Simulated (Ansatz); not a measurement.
# Gaps and decay in MoS2/WS2 stacks, part 3 of 5

Wanted: band edges and complex bands along the stacking of MoS2/WS2. The crystals are MoS2 3R layers and WS2 3R layers, on a common net of side 3.17 Å (+0.0 % and +0.0 % against typed lattice constants near PBE's). Layer spacings come from each crystal relaxed along the normal on that net, and the joins take the mean spacing. The stacks are then relaxed. The first steps treat the bulk crystals alone.

Ansatz 0.2.0; PBE+D3(BJ) DFT, plane waves, PAW files (the session's first sound run).

So far, gap on the k-mesh (eV): step 3 (the bulk crystal and its band edges, crystal MoS2 3R layers) 0.775; step 5 (band edges, crystal WS2 3R layers) 0.911.

## 7. Band edges of the superlattice, atomic layers of each crystal 3×3

This step: PBE DFT, plane waves, PAW files (Ansatz 0.2.0).

The band edges of this cell are searched, off the mesh as well. The next step's energy window follows from its gap.

File input.yaml:

```yaml
crystal:
  lattice:
    - [3.17, 0.0, 0.0]
    - [-1.585, 2.74530053, 0.0]
    - [1.585, -0.9151001767, 12.0100509131]
  atoms:
    - { symbol: S, position: [0.3333333333, 0.6666666667, 0.0] }
    - { symbol: Mo, position: [-0.0432128277, 0.0432128277, 0.1296384832] }
    - { symbol: S, position: [0.2468599387, 0.7531400613, 0.259420184] }
    - { symbol: S, position: [-0.16638219, 0.16638219, 0.49914657] }
    - { symbol: W, position: [0.4567836382, 0.5432163618, 0.6296490855] }
    - { symbol: S, position: [-0.253424538, 0.253424538, 0.760273614] }
kpoints:
  mp_grid: { grid: [12, 12, 2] }
  band_path: { path: [VBM, CBM], npoints: 24 }
scf:
  occupations: { method: fixed }
  max_iter: 120
hamiltonian:
  xc: pbe
output:
  eigenvalues: true
  write_potential: true
  write_density: true
  volumetric_format: npy
  elf: true
```

On the command line:

```console
$ ansatz run input.yaml --threads 8 --pin off --max-ram 20480MiB --backend cpu --events-out ev --progress --plain --runs-dir out
```

Numbers of over 12 decimals in the logs are rounded to 6 here.

Output:

```text
[...]
Crystal: 6 atoms, lattice volume = 104.519 Å³
Basis set: ecut = 420 eV, 2033 PW (Γ)
Bands: 32, of which v1, the nominal top of the filled ones, is band 26 counted from 1 (25 counted from 0)
Symmetry: 2 space group operations
k-points: 86 of 288 (time reversal used)
[...]
SCF iter   1: F=—  HF=-18954.085994 eV  |F-HF|=—  |Δ(HF+E_count)|=         —  Δρ=5.45e-3  dr2=3.52e-2  ethr=1.77e-3  ⟨swp⟩=5.0  Hψ=10991  notcnv=0  defer=297
[...]
SCF iter   8: F=-18954.092540 eV  HF=-18954.092540 eV  |F-HF|=2.15e-8  |Δ(HF+E_count)|=   1.61e-7  Δρ=3.35e-6  dr2=3.95e-8  ethr=1.92e-10  ⟨swp⟩=8.6  Hψ=9630  notcnv=0
SCF 1 converged in 8 iterations: F = -18954.092540 eV  dr2 = 3.95e-8
[...]
SCF converged after 8 iterations
Free energy (F): -18954.092540 eV
[...]
Internal energy: -18954.092540 eV  (E = F + TS)
E sigma→0 (E₀):  -18954.092540 eV
Fermi energy:    11.833196 eV
[...]
--- Band table (eV; the first three rows and the last of 86) ---
  k-point 0: bands = [... 22 lower, 9.5000, 10.4960, 10.5966, 11.8332, 13.6876, 13.6876, 13.9060, 13.9060, ... 2 higher]
  k-point 1: bands = [... 22 lower, 9.4935, 9.4935, 11.4643, 11.6138, 13.6919, 13.6919, 13.9033, 13.9033, ... 2 higher]
  k-point 2: bands = [... 22 lower, 9.5209, 10.4806, 10.7017, 11.5830, 13.5972, 13.7414, 13.7980, 13.8568, ... 2 higher]
  k-point 85: bands = [... 22 lower, 9.8355, 9.9361, 10.1804, 10.2845, 13.2117, 13.7330, 14.0139, 14.4495, ... 2 higher]
```

Run time: 19 s. Hardware: 8 threads of Intel Xeon at 2.70GHz, shared host; peak memory 0.67 GiB.

This step gave:

| Quantity | Value |
| --- | --- |
| free energy | -18954.0925 eV |
| gap on the k-mesh | 0.7942 eV |
| gap on path | 0.7942 eV, by band count; negative where bands overlap |
| edge places on path | 0, 1.321 1/A along the path |

Electronic bands along the path, in eV, zero at the Fermi level (highest filled level under fixed occupations); v1 is the highest filled band, c1 the lowest empty one:

```tsv
point	v4	v3	v2	v1	c1	c2	c3	c4
VBM	-2.33	-1.34	-1.24	0.00	1.85	1.85	2.07	2.07
halfway	-2.20	-1.75	-1.72	-1.60	0.82	1.38	1.80	1.83
CBM	-3.07	-3.06	-0.91	-0.71	0.79	1.14	2.08	2.33
```

Electrostatic potential energy in the ca plane at fractional y = 0.043, with atoms of Mo within 0.2 Å of it. With pseudopotentials it is smooth inside the atoms' cores, unlike the true potential.

Ten even steps from '0' (-44 eV) to '9' (16 eV), each cell a mean:
```
9840001699999985335899998889999999
9862003799999984333788886557999999
9987667889999996324788885336899999
8899888877899998767899987446899998
8899999866799999999999998878999999
9887678877899999999999999999999999
9852126888999999999999999999999999
9730002799999998778999999999999999
```
Columns run along c (12.1 Å; values clipped at the 3rd and 97th percentile), rows up along a (3.2 Å). Atoms in or near the plane, at fractional coordinates: Mo at (0.13, 0.96).

ELF in the ca plane at fractional y = 0.043, with atoms of Mo within 0.2 Å of it. It is the smooth field of the valence electrons, not physical close to the nuclei.

Ten even steps from '0' (0.01) to '9' (0.91), each cell a mean:
```
2257567311000599778743357776400001
4325775222100599647742368889720023
6532332466520389868742368889940146
7753224788862048888742368889940257
6653235788984002455433346788720146
4422223788984000011123323343200013
2236763467752024443223321000000001
1257576333310278887533333321000001
```
Columns run along c (12.1 Å), rows up along a (3.2 Å). Atoms in or near the plane, at fractional coordinates: Mo at (0.13, 0.96).

Valence density in the ca plane at fractional y = 0.043, with atoms of Mo within 0.2 Å of it. It is the smooth field of the valence electrons, not physical close to the nuclei.

Ten steps, logarithmic in the rise over the least value, from '0' (0.0 e/Å³) to '9' (6.5 e/Å³), each cell a mean:
```
2479998532101245665433334443100011
3357887432101246656543345554310112
3444554443211135666543346665421123
4433334454421123455433345655421123
4433333455432111233333334444210123
3344544455432001122233322222100012
2357875444321112232233322111000012
2479997532211134554333333221000001
```
Columns run along c (12.1 Å), rows up along a (3.2 Å). Atoms in or near the plane, at fractional coordinates: Mo at (0.13, 0.96).

The searched edges give 0.794 eV, as on the mesh.

## 8. Minibands and complex bands along the stacking, atomic layers of each crystal 3×3, gap between the searched band edges 0.794246 eV

This step: PBE DFT, plane waves, PAW files; complex bands by layer matching along the plane's normal (Ansatz 0.2.0).

The whole cell is now the period, so open channels are minibands and Im kz is the decay through the stack.

input.yaml, as its differences from that of step 7:

```diff
@@ -14,3 +14,2 @@
   mp_grid: { grid: [12, 12, 2] }
-  band_path: { path: [VBM, CBM], npoints: 24 }
 scf:
@@ -22,5 +21,6 @@
   eigenvalues: true
-  write_potential: true
-  write_density: true
-  volumetric_format: npy
-  elf: true
+  transmission:
+    leads: [[0, 0]]
+    kpoints: [[0.0, 0.0], [0.3333, 0.3333]]
+    e_range: [-1.5, 2.29]
+    de: 0.05
```

Output:

```text
[...]
Crystal: 6 atoms, lattice volume = 104.519 Å³
Basis set: ecut = 420 eV, 2033 PW (Γ)
Bands: 32, of which v1, the nominal top of the filled ones, is band 26 counted from 1 (25 counted from 0)
Symmetry: 2 space group operations
k-points: 86 of 288 (time reversal used)
[...]
SCF iter   1: F=—  HF=-18954.085994 eV  |F-HF|=—  |Δ(HF+E_count)|=         —  Δρ=5.45e-3  dr2=3.52e-2  ethr=1.77e-3  ⟨swp⟩=5.0  Hψ=10991  notcnv=0  defer=297
[...]
SCF iter   8: F=-18954.092540 eV  HF=-18954.092540 eV  |F-HF|=2.15e-8  |Δ(HF+E_count)|=   1.61e-7  Δρ=3.35e-6  dr2=3.95e-8  ethr=1.92e-10  ⟨swp⟩=8.6  Hψ=9630  notcnv=0
SCF 1 converged in 8 iterations: F = -18954.092540 eV  dr2 = 3.95e-8
[...]
transmission: 17 of 34 steps passed
transmission: 34 of 34 steps passed
SCF converged after 8 iterations
Free energy (F): -18954.092540 eV
[...]
Internal energy: -18954.092540 eV  (E = F + TS)
E sigma→0 (E₀):  -18954.092540 eV
Fermi energy:    11.833196 eV
[...]
--- Band table (eV; the first three rows and the last of 86) ---
  k-point 0: bands = [... 22 lower, 9.5000, 10.4960, 10.5966, 11.8332, 13.6876, 13.6876, 13.9060, 13.9060, ... 2 higher]
  k-point 1: bands = [... 22 lower, 9.4935, 9.4935, 11.4643, 11.6138, 13.6919, 13.6919, 13.9033, 13.9033, ... 2 higher]
  k-point 2: bands = [... 22 lower, 9.5209, 10.4806, 10.7017, 11.5830, 13.5972, 13.7414, 13.7980, 13.8568, ... 2 higher]
  k-point 85: bands = [... 22 lower, 9.8355, 9.9361, 10.1804, 10.2845, 13.2117, 13.7330, 14.0139, 14.4495, ... 2 higher]
--- Transmission ---
  basis      : 85 plane waves across, 17 finite elements along
  points     : 2, as listed
  energies   : 76 from -1.500000 to 2.250000 eV about the Fermi level, 0.050000 eV apart; the leads are filled to 0.397123 eV, and channels, transmission and decay are at 0.400000 eV
  crystal 0  : S4Mo1W1, at the sites [0, 0], period 12.0101 Å: whole cells are its period
    offset         : up to 0.0000 Å between an atom of the period and one for which it stands
    channels       : 0.000000e0 a spin
    conductance    : none, the energies end too early or step too widely for 300 K: set another output.transmission.e_range or a lower de, or, where they end at an eighth of basis.ecutwfc, a higher one
    slowest decay  : 0.3509 /Å at (0.0000, 0.0000)
```

Run time: 9 s. Hardware: 8 threads; peak memory 0.63 GiB; 54 s of CPU time.

Numbers from this step:

- decay constant at the filling level, zone centre: 0.3509 Å⁻¹
- decay constant at the filling level, slowest listed point: 0.3509 Å⁻¹

Lower lead, k parallel (0, 0); values up to 1.5 1/Å, a degenerate pair printed once or twice; energies at which all values exceed this have no row. Im kz of the slowest decaying states against energy, zero at the highest filled level on the SCF mesh:

```tsv
energy (eV)	decay 1 (Å⁻¹)	decay 2 (Å⁻¹)	decay 3 (Å⁻¹)	decay 4 (Å⁻¹)
-1.400	0.700	0.971	1.10	-
-1.200	0.717	0.958	1.07	-
-1.000	0.728	0.943	1.05	-
-0.800	0.733	0.928	1.02	1.50
-0.600	0.735	0.911	0.989	1.48
-0.400	0.733	0.893	0.957	1.46
-0.200	0.728	0.873	0.922	1.45
0.000	0.00316	0.720	0.851	0.882
0.200	0.236	0.709	0.827	0.836
0.400	0.351	0.696	0.779	0.800
0.600	0.475	0.679	0.691	0.770
0.800	0.596	0.660	0.736	1.36
1.000	0.604	0.638	0.694	1.34
1.200	0.583	0.615	0.637	0.641
1.400	0.580	0.614	1.30	-
1.600	0.515	0.617	1.28	-
1.800	0.357	0.357	0.431	0.617
2.000	0.310	0.310	0.341	0.617
2.200	0.0940	0.0940	0.388	0.388
```

Lower lead, k parallel (0.3333, 0.3333); values up to 1.5 1/Å, a degenerate pair printed once or twice; energies at which all values exceed this have no row. Table of Im kz of the slowest decaying states by energy, zero at the highest filled level on the SCF mesh:

```tsv
energy (eV)	decay 1 (Å⁻¹)	decay 2 (Å⁻¹)	decay 3 (Å⁻¹)	decay 4 (Å⁻¹)
-1.5000	0.450	0.450	1.34	1.35
-1.2500	0.401	0.401	1.35	1.36
-1.0000	0.332	0.332	1.35	1.35
-0.7500	0.281	0.281	1.34	1.34
-0.5000	0.344	1.33	1.33	-
-0.2500	0.367	1.31	1.31	-
0.0000	0.375	1.29	1.29	-
0.2500	0.375	0.375	1.26	1.26
0.5000	0.369	0.369	1.23	1.23
0.7500	0.339	0.339	1.17	1.17
1.0000	0.366	0.366	1.13	1.13
1.2500	0.342	0.342	1.14	1.14
1.5000	0.314	0.314	1.17	1.17
1.7500	0.276	0.276	1.18	1.18
2.0000	0.206	0.206	1.18	1.18
2.2500	0.167	0.167	1.18	1.18
```

At +0.40 eV, the grid energy nearest the filling level (the middle of the gap on the SCF mesh), the slowest state at the listed wavevectors decays with κ = 0.351 Å⁻¹, its amplitude falling by e over 2.8 Å.

## 9. Relaxation, stack MoS2 6 / WS2 6, atomic layers of each crystal 6×6

This step: PBE+D3(BJ) DFT, plane waves, PAW files (Ansatz 0.2.0).

System of this step: MoS2 (6) / WS2 (6). The cell holds 12 atoms: 8 S, 2 Mo and 2 W. Its edges and angles: a = 3.170 Å, b = 3.170 Å, c = 24.090 Å, α = 86.2°, β = 93.8°, γ = 120.0°. Regions: 0: MoS2, 6 atoms (4 S and 2 Mo); 1: WS2, 6 atoms (4 S and 2 W). The structure's axis is c.

The stack is relaxed at a fixed cell, since the spacings at the joins were only estimated. The total length stays as laid.

File input.yaml:

```yaml
crystal:
  lattice:
    - [3.17, 0.0, 0.0]
    - [-1.585, 2.74530053, 0.0]
    - [-1.585, 0.9151001767, 24.0201018261]
  atoms:
    - { symbol: S, position: [0.3333333333, 0.6666666667, 0.0] }
    - { symbol: Mo, position: [0.0216064139, -0.0216064139, 0.0648192416] }
    - { symbol: S, position: [0.3765700307, 0.6234299693, 0.129710092] }
    - { symbol: S, position: [0.0829870143, -0.0829870143, 0.2489610428] }
    - { symbol: Mo, position: [0.7712600948, 0.2287399052, 0.3137802844] }
    - { symbol: S, position: [0.1262237116, -0.1262237116, 0.3786711348] }
    - { symbol: S, position: [0.8328447759, 0.1671552241, 0.4985343278] }
    - { symbol: W, position: [0.5212618619, 0.4787381381, 0.5637855856] }
    - { symbol: S, position: [0.8763659499, 0.1236340501, 0.6290978498] }
    - { symbol: S, position: [0.583191095, 0.416808905, 0.749573285] }
    - { symbol: W, position: [0.2716081809, -0.2716081809, 0.8148245428] }
    - { symbol: S, position: [0.626712269, 0.373287731, 0.880136807] }
kpoints:
  mp_grid: { grid: [12, 12, 2] }
scf:
  occupations: { method: fixed }
  max_iter: 120
hamiltonian:
  xc: pbe
  dispersion: d3bj
output:
  eigenvalues: false
  forces: true
relax:
  f_tol: 0.02
  max_steps: 40
```

Output:

```text
[...]
Crystal: 12 atoms, lattice volume = 209.037 Å³
Basis set: ecut = 420 eV, 4077 PW (Γ), exchange–correlation on 48×48×324 points (8 copies of the dense FFT grid, shifted against one another)
Bands: 64, of which v1, the nominal top of the filled ones, is band 52 counted from 1 (51 counted from 0)
Symmetry: 2 space group operations
k-points: 86 of 288 (time reversal used)
[...]
SCF iter   1: F=—  HF=-37913.392720 eV  |F-HF|=—  |Δ(HF+E_count)|=         —  Δρ=5.38e-3  dr2=5.72e-2  ethr=1.77e-3  ⟨swp⟩=5.0  Hψ=19361  notcnv=0  defer=720
[...]
SCF iter   6: F=-37913.409349 eV  HF=-37913.409350 eV  |F-HF|=5.45e-7  |Δ(HF+E_count)|=   2.50e-5  Δρ=4.98e-5  dr2=6.81e-6  ethr=9.62e-9  ⟨swp⟩=3.8  Hψ=21076  notcnv=0
SCF 1 converged in 6 iterations: F = -37913.409349 eV  dr2 = 6.81e-6
[...]
relax step   1: F+E_penalty+E_count = -37913.40934932 eV  Δ(F+E_penalty+E_count) = +0.000e0 eV  max|allowed force component| = 4.976e-3 eV/Å  Δτ_max = 0.0000 Å  (6 SCF iters, dr2 threshold 1.00e-5 eV, accepted)
[...]
SCF iter   4: F=-37913.409353 eV  HF=-37913.409353 eV  |F-HF|=2.56e-8  |Δ(HF+E_count)|=   2.76e-7  Δρ=2.85e-6  dr2=4.60e-8  ethr=9.62e-11  ⟨swp⟩=3.0  Hψ=20874  notcnv=0
SCF 2 converged in 4 iterations: F = -37913.409353 eV  dr2 = 4.60e-8
relax step   2: F+E_penalty+E_count = -37913.40935277 eV  Δ(F+E_penalty+E_count) = -3.453e-6 eV  max|allowed force component| = 5.091e-3 eV/Å  Δτ_max = 0.0000 Å  (4 SCF iters, accepted)
SCF converged after 4 iterations
Free energy (F): -37913.409353 eV
[...]
Internal energy: -37913.409353 eV  (E = F + TS)
E sigma→0 (E₀):  -37913.409353 eV
Fermi energy:    11.840178 eV
[...]
--- Forces (eV/Å), atoms counted from 1 ---
  atom   1  S     -0.00000040     0.00000023    -0.00046148
  atom   2  Mo     0.00000014    -0.00000008     0.00085808
  atom   3  S      0.00000029    -0.00000017    -0.00144252
  atom   4  S     -0.00000040     0.00000023    -0.00132106
  atom   5  Mo     0.00000015    -0.00000009     0.00372883
  atom   6  S      0.00000032    -0.00000018    -0.00470363
  atom   7  S     -0.00000060     0.00000035    -0.00329273
  atom   8  W      0.00000039    -0.00000022     0.00509076
  atom   9  S      0.00000006    -0.00000003     0.00012516
  atom  10  S     -0.00000045     0.00000026    -0.00374505
  atom  11  W      0.00000027    -0.00000016     0.00316826
  atom  12  S      0.00000021    -0.00000012     0.00199361
  max |Σ_I F_I| component: 1.76e-6 eV/Å
--- Relaxed structure (2 steps of the walk, 2 accepted, 0 SCFs on fresh bases) ---
  F+E_penalty+E_count = -37913.40935277 eV   max|allowed force component| = 5.091e-3 eV/Å
  atoms:
    - { symbol: S, position: [0.333333, 0.666667, 0] }
    - { symbol: Mo, position: [0.021606, -0.021606, 0.064819] }
    - { symbol: S, position: [0.376570, 0.623430, 0.129710] }
    - { symbol: S, position: [0.082987, -0.082987, 0.248961] }
    - { symbol: Mo, position: [0.7712600948, 0.228740, 0.313780] }
    - { symbol: S, position: [0.126224, -0.126224, 0.378671] }
    - { symbol: S, position: [0.832845, 0.167155, 0.498534] }
    - { symbol: W, position: [0.521262, 0.478738, 0.563786] }
    - { symbol: S, position: [0.876366, 0.123634, 0.629098] }
    - { symbol: S, position: [0.583191, 0.416809, 0.749573] }
    - { symbol: W, position: [0.271608, -0.271608, 0.814825] }
    - { symbol: S, position: [0.626712269, 0.373288, 0.880137] }
[...]
```

Wall time 17 s (8 threads); peak memory 1.3 GiB.

No atom moved by 0.005 Å in the relaxation.

Numbers from this step:

| Item | Value |
| --- | --- |
| free energy | -37913.4094 eV |
| Fermi energy | 11.84 eV |

The largest force component on a free atom ends at 0.0051 eV/Å.

## 10. Band edges of the superlattice, atomic layers of each crystal 6×6

This step: PBE DFT, plane waves, PAW files (Ansatz 0.2.0).

Another period, with its own band edges.

input.yaml, as its differences from that of step 9:

```diff
@@ -20,2 +20,3 @@
   mp_grid: { grid: [12, 12, 2] }
+  band_path: { path: [VBM, CBM], npoints: 24 }
 scf:
@@ -25,8 +26,6 @@
   xc: pbe
-  dispersion: d3bj
 output:
-  eigenvalues: false
-  forces: true
-relax:
-  f_tol: 0.02
-  max_steps: 40
+  eigenvalues: true
+  write_potential: true
+  write_density: true
+  volumetric_format: npy
```

Output:

```text
[...]
Crystal: 12 atoms, lattice volume = 209.037 Å³
Basis set: ecut = 420 eV, 4077 PW (Γ)
Bands: 64, of which v1, the nominal top of the filled ones, is band 52 counted from 1 (51 counted from 0)
Symmetry: 2 space group operations
k-points: 86 of 288 (time reversal used)
[...]
SCF iter   1: F=—  HF=-37908.168853 eV  |F-HF|=—  |Δ(HF+E_count)|=         —  Δρ=5.38e-3  dr2=5.71e-2  ethr=1.77e-3  ⟨swp⟩=5.0  Hψ=19954  notcnv=0  defer=728
[...]
SCF iter   9: F=-37908.185444 eV  HF=-37908.185444 eV  |F-HF|=8.95e-10  |Δ(HF+E_count)|=   2.67e-8  Δρ=1.73e-6  dr2=1.39e-8  ethr=9.62e-11  ⟨swp⟩=9.1  Hψ=17687  notcnv=0
SCF 1 converged in 9 iterations: F = -37908.185444 eV  dr2 = 1.39e-8
[...]
SCF converged after 9 iterations
Free energy (F): -37908.185444 eV
[...]
Internal energy: -37908.185444 eV  (E = F + TS)
E sigma→0 (E₀):  -37908.185444 eV
Fermi energy:    11.840212 eV
[...]
--- Band table (eV; the first three rows and the last of 86) ---
  k-point 0: bands = [... 48 lower, 10.5961, 11.5311, 11.5434, 11.8402, 13.6556, 13.6556, 13.7232, 13.7232, ... 8 higher]
  k-point 1: bands = [... 48 lower, 11.0779, 11.1997, 11.7185, 11.8059, 13.6558, 13.6558, 13.7227, 13.7228, ... 8 higher]
  k-point 2: bands = [... 48 lower, 10.6819, 11.3660, 11.3855, 11.5922, 13.5832, 13.6151, 13.7259, 13.7466, ... 8 higher]
  k-point 85: bands = [... 48 lower, 10.1202, 10.1761, 10.2661, 10.3322, 13.1971, 13.2296, 13.6827, 13.7593, ... 8 higher]
```

Wall time 59 s (8 threads); peak memory 1.4 GiB.

Numbers from this step:

```
free energy         : -37908.1854 eV
gap on the k-mesh   : 0.7847 eV
gap on path         : 0.7760 eV, by band count; negative where bands overlap
edge places on path : 0, 0.7226 1/A along the path
```

Electronic bands along the path, in eV, zero at the Fermi level (highest filled level under fixed occupations); v1 is the highest filled band, c1 the lowest empty one:

```tsv
point	v4	v3	v2	v1	c1	c2	c3	c4
VBM	-1.24	-0.31	-0.30	0.00	1.82	1.82	1.88	1.88
halfway	-1.22	-0.90	-0.88	-0.79	1.37	1.52	1.56	1.67
CBM	-1.76	-1.71	-1.64	-1.58	0.78	1.16	1.23	1.47
```

The searched edges give 0.776 eV, against 0.785 eV on the mesh.

[end of part 3 of 5]

[Logs are printed without paths, hosts, clocks, repeated set-up lines and the standing remarks that a program may print on its own settings, such as how far it seeks lower states.]

[Hosts, paths, dates, database ids (printed as entryN), source tags and the programs' standing remarks are cut or masked in the printed files.]
